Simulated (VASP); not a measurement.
Set up this calculation in VASP 6.6.1, as the native input.

```yaml
Task: relaxation of cell and atoms
Functional: rev-vdW-DF2
Potentials_or_basis: VASP PAW PBE potentials, release 64 (Sn_d, Se)
Cutoff: 600 eV
k_mesh: 8 × 8 × 5
Occupations: fermi-dirac, width 0.05 eV
Spin: no spin polarisation
Further_INCAR_settings: ALGO = Normal; EDIFF = 1e-06; IBRION = 2; EDIFFG = -0.01; NSW = 40; ISIF = 3
```

The structure of SnSe2 lies in POSCAR:

```
SnSe2
1.0
    3.8110000000      0.0000000000      0.0000000000
   -1.9055000000      3.3004228138      0.0000000000
    0.0000000000      0.0000000000      6.1360000000
Sn Se
1 2
Direct
    0.0000000000      0.0000000000      0.0000000000
    0.6666666667      0.3333333333      0.7510000000
    0.3333333333      0.6666666667      0.2490000000
```

One way to write it, as run:

INCAR

```
SYSTEM = SnSe2
PREC = Accurate
ENCUT = 600
EDIFF = 1E-6
ISMEAR = -1
SIGMA = 0.05
LREAL = .FALSE.
LASPH = .TRUE.
NELM = 100
ALGO = Normal
ISIF = 3
LWAVE = .FALSE.
LCHARG = .FALSE.
GGA = MK
LUSE_VDW = .TRUE.
AGGAC = 0.0
PARAM1 = 0.1234
PARAM2 = 0.711357
ZAB_VDW = -1.8867
IBRION = 2
NSW = 40
EDIFFG = -0.01
```

KPOINTS

```
Automatic mesh
0
G
  8 8 5
  0 0 0
```

Potentials or basis: VASP PAW PBE potentials, release 64 (Sn_d, Se).

Launch:

```sh
$ cat potpaw_PBE.64/Sn_d/POTCAR potpaw_PBE.64/Se/POTCAR > POTCAR
$ mpirun -np 1 vasp_std > vasp.out
```

It gave:

| Item | Value |
| --- | --- |
| Relaxed volume | 26.26 Å³/atom |
| Relaxed cell | a = 3.866 Å, b = 3.866 Å, c = 6.086 Å, α = 90.00°, β = 90.00°, γ = 120.00° |
| Space group after relaxing (to 0.05 Å) | P-3m1 (No. 164) |
| Energy gained by relaxing | 29.7 meV/atom |
| Ionic steps | 13 |
| Pressure after relaxing | 0.0 GPa |
| Band gap on the k mesh | 0.48 eV, indirect (least direct gap 0.67 eV) |

Caveat: the PAW data sets were made with another functional, which shifts forces and pressure a little; spin-orbit coupling is left out, which moves the levels of the heavy elements; an odd mesh through Γ misses points on the zone boundary, where band edges often lie.

Wall time 9.6 min on 1 thread of Intel(R) Xeon(R) 6975P-C (Granite Rapids) (shared host), peak memory 0.49 GiB.
